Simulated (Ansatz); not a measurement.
System: wurtzite BeO. Method: PBEsol-D3(BJ) (Ansatz, a program for electronic structure, plane waves, PAW).

Settings: plane-wave cutoff 520 eV, 18×18×8 k mesh (along the axes of the cell as run), Fermi–Dirac smearing 0.01 eV, scalar-relativistic PAW data made under PBE.

Cell (relaxed at this level):

```cif
data_Be2O2
_chemical_formula_sum 'Be2 O2'
_space_group_name_H-M_alt 'P63mc'
_space_group_IT_number 186
_space_group_name_Hall 'P 6c -2c'
_cell_length_a 2.67759
_cell_length_b 2.67759
_cell_length_c 4.34811
_cell_angle_alpha 90.000
_cell_angle_beta 90.000
_cell_angle_gamma 120.000
loop_
_atom_site_label
_atom_site_type_symbol
_atom_site_symmetry_multiplicity
_atom_site_Wyckoff_symbol
_atom_site_fract_x
_atom_site_fract_y
_atom_site_fract_z
_atom_site_occupancy
Be1 Be 2 b 0.33333 0.66667 0.00015 1
O1 O 2 b 0.33333 0.66667 0.37785 1
```

What does this level give for the bulk modulus, band gap, width of the whole s-p valence band and pressure derivative B′ of the bulk modulus?


- bulk modulus = 224 GPa
- band gap = 7.69 eV (direct)
- width of the whole s-p valence band = 18.80 eV
- pressure derivative B′ of the bulk modulus = 3.7

Measured, for comparison: band gap 11.29 eV (zero-point renormalisation of 699 meV (computed, non-adiabatic AHC, without the lattice-expansion part) added back here; inputs from Miglio et al. (2020), arXiv:2011.12765); bulk modulus 212 GPa (room temperature, no zero-point or thermal correction, K' fixed at 4, our sources range from 212 to 224; as tabulated in High-pressure and high-temperature crystal chemistry of beryllium oxide (Scilit …). Computed (rounded) less measured: band gap -3.60 eV, bulk modulus +6 % (inside the range of the sources held).

Note: the bulk modulus comes from volumes at which shape and atoms were relaxed.
